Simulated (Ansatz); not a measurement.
Reactions of C4H7N, SMILES `CCC1=NC1`.

Gas-phase electronic energies from Ansatz, PBE0-D4/def2-TZVP geometries. CCSD(T)/CBS adds triple-zeta CCSD(T) − MP2 to the extrapolated MP2 energy (def2 sets, frozen cores). This one scheme is used for every species. DFT in def2-TZVPP. Each species was taken in one conformer, which may not be the lowest.

```
                                           reaction  HF/CBS(def2) (kJ/mol)  PBE-D4 (kJ/mol)  CCSD/CBS(def2) (kJ/mol)  CCSD(T)/CBS(def2) (kJ/mol)
`CCC1=NC1` + `[SiH3]NP` → `CCN([SiH3])P` + `C1=NC1`                     75               61                       62                          59
                `CCC1=NC1` + H₂ → `C1=NC1` + ethane                    -43              -20                      -30                         -26
    `CCC1=NC1` + `CS[Si]S` → `CS[Si]SC` + `CC1=NC1`                     47               28                       38                          35
          `CCC1=NC1` + `CCCS` → `CCCSCC` + `C1=NC1`                     47               37                       36                          34
    `CCC1=NC1` + `CC(N)=O` → `CNC(C)=O` + `CC1=NC1`                     21               16                       22                          21
              `CCC1=NC1` + H₂S → `SC1=NC1` + ethane                     22                1                       18                          15
```

Largest T1 diagnostic: 0.015, for `CS[Si]SC`.
